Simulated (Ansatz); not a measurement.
Geometry optimisation in Ansatz: input, command and trajectory.

```yaml
crystal:
  lattice:
    - [10.8, 0.0, 0.0]
    - [0.0, 11.4, 0.0]
    - [0.0, 0.0, 11.3]
  atoms:
    - { symbol: H, position: [0.5, 0.5975757557, 0.5103006609] }
    - { symbol: H, position: [0.4165257105, 0.4984533963, 0.4157021697] }
    - { symbol: H, position: [0.5834742895, 0.4984533963, 0.4157021697] }
    - { symbol: C, position: [0.5, 0.5110099661, 0.4689114782] }
    - { symbol: Cl, position: [0.5, 0.4024242443, 0.5842978303] }
basis:
  ecutwfc: 420
kpoints:
  mp_grid: { grid: [1, 1, 1] }
hamiltonian:
  xc: pbe
  dispersion: d3bj
scf:
  occupations: { method: gaussian, width: 0.01 }
output:
  forces: true
  eigenvalues: true
relax:
  adjacent_minimum: "off"
  f_tol: 0.01
  max_steps: 60
```

```bash
ansatz run input.yaml --threads 2 --pin off --max-ram 5120MiB --backend cpu --events-out ev --progress --plain --runs-dir out
```

Level of theory: DFT PBE+D3(BJ), scalar-relativistic, plane waves, PAW (Ansatz 0.2.0).

Of 5 frames 5 are shown, positions in Å and forces in eV/Å; the SCF threshold varies from step to step.

```xyz
5
Lattice="10.8000 0.0000 0.0000 0.0000 11.4000 0.0000 0.0000 0.0000 11.3000" Properties=species:S:1:pos:R:3:forces:R:3 pbc="T T T" step=1 free_energy_over_end_meV_per_atom=0.17
H     5.4000    6.8124    5.7664    0.0000    0.0360    0.0000
H     4.4985    5.6824    4.6974    0.0240    0.0160   -0.0290
H     6.3015    5.6824    4.6974   -0.0240    0.0160   -0.0290
C     5.4000    5.8255    5.2987    0.0000   -0.1430    0.1280
Cl    5.4000    4.5876    6.6026    0.0000    0.0750   -0.0700
5
Lattice="10.8000 0.0000 0.0000 0.0000 11.4000 0.0000 0.0000 0.0000 11.3000" Properties=species:S:1:pos:R:3:forces:R:3 pbc="T T T" step=2 free_energy_over_end_meV_per_atom=0.06
H     5.4000    6.8123    5.7665    0.0000    0.0140   -0.0020
H     4.5007    5.6832    4.6958    0.0020    0.0050   -0.0130
H     6.2993    5.6832    4.6958   -0.0020    0.0050   -0.0130
C     5.4000    5.8237    5.3009    0.0000   -0.0820    0.0870
Cl    5.4000    4.5879    6.6035    0.0000    0.0580   -0.0600
5
Lattice="10.8000 0.0000 0.0000 0.0000 11.4000 0.0000 0.0000 0.0000 11.3000" Properties=species:S:1:pos:R:3:forces:R:3 pbc="T T T" step=3 free_energy_over_end_meV_per_atom=0.03
H     5.4000    6.8118    5.7670    0.0000    0.0070   -0.0110
H     4.5017    5.6826    4.6962    0.0030    0.0110   -0.0090
H     6.2983    5.6826    4.6962   -0.0030    0.0110   -0.0090
C     5.4000    5.8216    5.3036    0.0000    0.0230   -0.0290
Cl    5.4000    4.5916    6.5996    0.0000   -0.0520    0.0570
5
Lattice="10.8000 0.0000 0.0000 0.0000 11.4000 0.0000 0.0000 0.0000 11.3000" Properties=species:S:1:pos:R:3:forces:R:3 pbc="T T T" step=4 free_energy_over_end_meV_per_atom=0.00
H     5.4000    6.8121    5.7661    0.0000    0.0000   -0.0010
H     4.5019    5.6836    4.6954    0.0000    0.0000    0.0000
H     6.2981    5.6836    4.6954    0.0000    0.0000    0.0000
C     5.4000    5.8215    5.3034    0.0000   -0.0010    0.0010
Cl    5.4000    4.5895    6.6021    0.0000    0.0000    0.0000
5
Lattice="10.8000 0.0000 0.0000 0.0000 11.4000 0.0000 0.0000 0.0000 11.3000" Properties=species:S:1:pos:R:3:forces:R:3 pbc="T T T" step=5 free_energy_over_end_meV_per_atom=0.00
H     5.4000    6.8121    5.7661    0.0000    0.0000   -0.0010
H     4.5019    5.6836    4.6954    0.0000    0.0000    0.0000
H     6.2981    5.6836    4.6954    0.0000    0.0000    0.0000
C     5.4000    5.8215    5.3034    0.0000   -0.0010    0.0010
Cl    5.4000    4.5895    6.6021    0.0000    0.0000    0.0000
```

The run took 10 s on 2 threads of Arm Neoverse V1, on a shared host, peak memory 0.77 GiB.